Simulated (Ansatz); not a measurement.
## NaI in Ansatz: the effect of functional

The system is NaI.

```xyz
2
Lattice="0.0000 3.1703 3.1703 3.1703 0.0000 3.1703 3.1703 3.1703 0.0000" Properties=species:S:1:pos:R:3 pbc="T T T"
I     3.1703    3.1703    3.1703
Na    0.0000    0.0000    0.0000
```

The cell isn't the ideal one: volume scaled by 0.94.

Alike in all runs:

```yaml
Program: Ansatz 0.2.0
Task: single point
Potentials_or_basis: Ansatz PAW
k_mesh: 7 × 7 × 7
Occupations: fermi-dirac, width 0.05 eV
Spin: no spin polarisation
```

```tsv
functional	cutoff	gap on the mesh (eV)	pressure (GPa)
LDA	420 eV (not typed: the program's choice for these potentials)	?	?
PBEsol	420 eV (not typed: the program's choice for these potentials)	3.68	0.5
r2SCAN	500 eV (not typed: the program's choice for these potentials)	4.63	1.1
```

Problem. What does the run with functional LDA give?

Solution. gap on the mesh 3.50 eV; pressure -0.7 GPa.

Caveats: odd divisions of the mesh miss points on the zone boundary, where band edges often lie, so the gap on the mesh can be too wide; spin-orbit coupling is left out, which moves the levels of the heavy elements; the PAW data sets come from PBE, with cores solved anew for the run's functional, which leaves a small shift of forces and pressure.

